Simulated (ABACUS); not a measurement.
Sn, 2 atoms in the cell. Symmetry: Fd-3m, No. 227, cubic system. Conventional cell: a = 6.467 Å, b = 6.467 Å, c = 6.467 Å, α = 90.00°, β = 90.00°, γ = 90.00°. Sn (site symmetry -43m) has 4 Sn at 2.80 Å as nearest neighbours. This isn't the form of Sn at room conditions, which is tetragonal (white tin).

* Program: ABACUS 3.10.1
* Task: single point
* Functional: PBEsol
* Potentials or basis: PseudoDojo NC SR 0.4.1 PBEsol standard
* Cutoff: 993 eV
* Density cutoff: 3973 eV
* Basis: plane waves
* k mesh: 7 × 7 × 7
* Occupations: fermi-dirac, width 0.05 eV
* Spin: no spin polarisation
* Radial cutoff of the potentials (pseudo_rcut): 7 bohr
* SCF threshold on the density: 1e-08
* Max SCF steps: 100
* Eigensolver: dav
* Mixing: broyden
* Mixing share: 0.7
* Symmetry key: 1
* Bands: 18

Potentials or basis: PseudoDojo NC SR 0.4.1 PBEsol standard, plane waves.

The run is started by

```console
$ OMP_NUM_THREADS=1 mpirun -np 4 abacus > log
```

Hardware: 4 MPI ranks on AMD EPYC 7R43 64-Core Processor (Zen 3), with other jobs on the host.

Question: How long does it take, and how much memory?

Answer: Wall time 9.1 s on 4 MPI ranks on AMD EPYC 7R43 64-Core Processor (Zen 3) (shared host), peak memory 0.4 GiB a rank. Counts: scf iterations 7, k points 20, bands 18, ranks 4.
